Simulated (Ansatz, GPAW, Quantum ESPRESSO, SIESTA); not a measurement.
# Ge: 5 runs at one level of theory

```
Ge
1.0
     1.39715   -2.60052    0.00000
     1.39715    2.60052    0.00000
     0.00000    0.00000    2.69823
Ge
1
Direct
  0.50000 0.50000 0.00000
```

This isn't the form of Ge at room conditions, which is diamond.

Alike in all runs: task band structure; functional LDA; k mesh 11 × 11 × 10; occupations fermi-dirac, width 0.05 eV; no spin polarisation; no spin-orbit coupling. LDA stands for any of its common fits. Pressure is positive in compression and, in plane waves, holds the error of the finite cutoff, which Ansatz's Pulay term estimates and takes out.

| program and potentials | plane-wave cutoff (eV) | notes | pressure (GPa) |
| --- | --- | --- | --- |
| Ansatz, Ansatz PAW | 420 | potentials made for PBE, which Ansatz adapts in part; 14 valence electrons an atom on average; Pulay term of +0.03 GPa included | -5.64 |
| SIESTA, files PseudoDojo sr-lda-0.4.1-standard, DZP (energy shift 0.003 Ry; two zetas on semicore shells) | - | atomic basis; 14 valence electrons an atom on average | -4.08 |
| Ansatz, all-electron LAPW, scalar-relativistic | - | - | -5.60 |
| GPAW, the program's PAW data sets (release 1.2.1) made for this functional | 600 | 4 valence electrons an atom on average | -5.79 |
| Quantum ESPRESSO, GBRV 1.5 LDA | 612 | 14 valence electrons an atom on average | -5.84 |

The pressure spans -5.84 (Quantum ESPRESSO, GBRV 1.5 LDA) to -4.08 GPa (SIESTA, files PseudoDojo sr-lda-0.4.1-standard, DZP (energy shift 0.003 Ry; two zetas on semicore shells)), with all-electron results at -5.60. The pressure on the cell as given of SIESTA, files PseudoDojo sr-lda-0.4.1-standard, DZP (energy shift 0.003 Ry; two zetas on semicore shells) lies far from the others; the cause wasn't traced. Rows in atomic bases carry the error of their basis and grid, which can be large.

Differences between rows come from potentials, basis sets and numerical settings, since the functional is the same but for its coding. Runs on potential files found faulty are left out.
